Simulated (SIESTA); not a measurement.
Runs of SIESTA 5.4.2 on MoS2. The cell holds a slab with vacuum, 3 atoms: a = 3.184 Å, b = 3.184 Å, c = 17.335 Å, α = 90.00°, β = 90.00°, γ = 120.00°. 

```tsv
task	level	potentials or basis	U	cell	k mesh	wannier functions	bands left out below	wannier mesh	hubbard projector method	U from the first cycle	gap on the mesh (eV)	largest force (eV/Å)
band structure	PBEsol	PseudoDojo 0.4 standard (PBEsol files), DZP (energy shift 0.003 Ry; two zetas on semicore shells)	-	as given	10 × 10 × 2	-	-	-	-	-	1.71	0.24
Wannier functions	LDA	PseudoDojo 0.4 standard (LDA files), TZP (energy shift 0.003 Ry; two zetas on semicore shells)	-	atoms moved at random, drawn with an rms of 0.05 Å	8 × 8 × 2	13	0	6 × 6 × 2	-	-	1.75	0.91
density of states	PBEsol	PseudoDojo 0.4 standard (PBEsol files), DZP (energy shift 0.003 Ry; two zetas on semicore shells)	-	as given	8 × 8 × 2	-	-	-	1	yes	1.75	0.24
density of states	PBEsol+U	PseudoDojo 0.4 standard (PBEsol files), DZP (energy shift 0.003 Ry; two zetas on semicore shells)	Mo d U = 4 eV	as given	8 × 8 × 2	-	-	-	1	yes	1.78	0.03
single point	PBEsol	PseudoDojo 0.4 standard (PBEsol files), DZP (energy shift 0.003 Ry; two zetas on semicore shells)	-	as given	10 × 10 × 2	-	-	-	-	-	1.71	0.24
density of states	PBEsol+U	PseudoDojo 0.4 standard (PBEsol files), DZP (energy shift 0.003 Ry; two zetas on semicore shells)	Mo d U = 2 eV	as given	8 × 8 × 2	-	-	-	1	yes	(b)	0.14
density of states	PBEsol+U	PseudoDojo 0.4 standard (PBEsol files), DZP (energy shift 0.003 Ry; two zetas on semicore shells)	Mo d U = 6 eV	as given	8 × 8 × 2	-	-	-	1	yes	(a)	0.09
single point	PBEsol	PseudoDojo 0.4 standard (PBEsol files), DZP (energy shift 0.003 Ry; two zetas on semicore shells)	-	atoms moved at random, drawn with an rms of 0.05 Å	10 × 10 × 2	-	-	-	-	-	1.70	0.91
```

Alike in all rows: no spin polarisation; smearing fermi-dirac 0.05 eV; grid cutoff 800 Ry; energy shift 0.003 Ry.

Fill in the values left out.

(a) 1.80; (b) 1.77.

Caveats: the basis of atomic orbitals isn't converged, which shifts pressures, moduli and gaps.

A k mesh can miss the band edges, and the runs leave out spin-orbit coupling on Mo.
